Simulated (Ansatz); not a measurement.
This Ansatz 0.2.0 run on Zn needs a look.

Contents of input.yaml:

```yaml
crystal:
  lattice:
    - [-1.569037, 1.569037, 1.569037]
    - [1.569037, -1.569037, 1.569037]
    - [1.569037, 1.569037, -1.569037]
  atoms:
    - { symbol: Xx, position: [0.0, 0.0, 0.0] }
hamiltonian:
  xc: lda
  pseudopotentials: { kind: paw }
kpoints:
  mp_grid: { grid: [7, 7, 7] }
scf:
  occupations: { method: fermi_dirac, width: 0.05 }
  n_extra_bands: 6
  max_iter: 50
output:
  forces: true
  stress: true
  eigenvalues: true
  dos: { projected: true, de: 0.05, nscf_kmesh: { grid: [11, 11, 11] } }
```

Potentials or basis: Ansatz PAW.

Launch:

```console
$ ansatz run input.yaml --threads 2 --pin off --max-ram 5632MiB --backend cpu --events-out ev --progress --plain --runs-dir out
```

Output:

```text
Error: YAML parse error: error: line 7 column 17: `Xx` is not an element symbol (H … Og, case-exact)
 --> <input>:7:17
  |
5 |     - [1.569037, 1.569037, -1.569037]
6 |   atoms:
7 |     - { symbol: Xx, position: [0.0, 0.0, 0.0] }
  |                 ^ `Xx` is not an element symbol (H … Og, case-exact)
8 | hamiltonian:
9 |   xc: lda
  |
```

**Question.** What happened, and what is wrong with the input?

**Answer.** The program refused the input. The input holds a flaw that was put in on purpose: an unknown element (crystal.atoms[0].symbol = Xx).
